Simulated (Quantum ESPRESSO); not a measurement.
Input of a Quantum ESPRESSO 7.5 run:

The input run.py:

```python
import numpy as np
from ase.calculators.espresso import Espresso, EspressoProfile
from ase.io import read

atoms = read('NiO2.xyz')
atoms.set_initial_magnetic_moments([1.0, 0.0, 0.0])

input_data = {
    'control': {'calculation': 'scf', 'prefix': 'pwscf', 'outdir': './tmp', 'tprnfor': True, 'tstress': True, 'disk_io': 'low'},
    'system': {'ecutwfc': 45.0, 'ecutrho': 360.0, 'nbnd': 25, 'occupations': 'smearing', 'smearing': 'fd', 'degauss': 0.00367493, 'nspin': 2},
    'electrons': {'conv_thr': 6e-10, 'electron_maxstep': 120, 'mixing_beta': 0.3},
}
pseudopotentials = {'O': 'o_pbesol_v1.2.uspp.F.UPF', 'Ni': 'ni_pbesol_v1.4.uspp.F.UPF'}
profile = EspressoProfile(command='mpirun -n 2 pw.x -nk 2', pseudo_dir='pseudo')
dft = Espresso(profile=profile, input_data=input_data, pseudopotentials=pseudopotentials, kpts=(5, 5, 5), koffset=(0, 0, 0))
atoms.calc = dft

from ase.optimize import BFGS
from ase.filters import FrechetCellFilter
done = BFGS(FrechetCellFilter(atoms), trajectory='opt.traj').run(fmax=0.02, steps=30)
print('converged', done)
print('cell (A)', np.round(atoms.cell.cellpar(), 5))
print(f'energy {atoms.get_potential_energy():.8f} eV')
print('forces (eV/A)')
print(np.round(atoms.get_forces(), 6))
print('stress (eV/A^3, Voigt)')
print(np.round(atoms.get_stress(), 8))
print(f'Fermi level {dft.get_fermi_level():.4f} eV')
```

File NiO2.xyz:

```xyz
3
Lattice="1.4021288975 0.8095194964 6.9742947559 -1.4021288975 0.8095194964 6.9742947559 0.0000000000 -1.6190389928 6.9742947559" Properties=species:S:1:pos:R:3 pbc="T T T"
Ni     0.0000000000      0.0000000000      0.0000000000
O      0.0000000000      0.0000000000      7.9253584089
O      0.0000000000      0.0000000000     12.9975258588
```

Potentials or basis: GBRV 1.5 PBEsol.

The run is started by

```bash
$ OMP_NUM_THREADS=1 python run.py
```

Problem. Predict the relaxed volume.

Solution. 15.56 Å³/atom.

Problem. What does it give for the absolute moment?

Solution. 0.00 μB per cell.

Final structure:
```yaml
crystal:
  lattice:
    - [1.39319, 0.80436, 6.94266]
    - [-1.39319, 0.80436, 6.94266]
    - [0.00000, -1.60872, 6.94266]
  atoms:
    - { symbol: Ni, position: [0.00000, 0.00000, 0.00000] }
    - { symbol: O, position: [0.37818, 0.37818, 0.37818] }
    - { symbol: O, position: [0.62182, 0.62182, 0.62182] }
```

Caveat: the k mesh is coarse (spacing up to 0.52 Å⁻¹), so the values aren't converged.
